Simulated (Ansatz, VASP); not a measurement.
# One calculation of NbH, two programs

```
Nb H
1.0
    -1.73105    1.73105    1.71002
     1.73105   -1.73105    1.71002
     1.73105    1.73105   -1.71002
Nb H
1 1
Direct
  0.00000 0.00000 0.00000
  0.50000 0.50000 0.00000
```

Alike in both runs: task single point; functional LDA; k mesh 22 × 22 × 22; occupations gaussian, width 0.15 eV; no spin polarisation.

|  | VASP | Ansatz |
| --- | --- | --- |
| version | VASP 6.6.1 | Ansatz 0.2.0 |
| potentials or method | VASP PAW LDA potentials, release 64 (Nb_sv, H) | scalar-relativistic, plane waves, PAW |
| plane-wave cutoff (eV) | 520 | 420 |
| valence electrons in the cell | 14 | 14 |

|  | VASP | Ansatz | Ansatz less VASP |
| --- | --- | --- | --- |
| gap on the k mesh at the Fermi level (eV) | none | none | - |
| pressure (GPa) | 0.6 | 0.8 | +0.20 |
| largest component of the traceless stress (GPa) | 40.08 | 40.02 | -0.056 |

A gap of «none» marks a metal or a gap that the smearing closes.
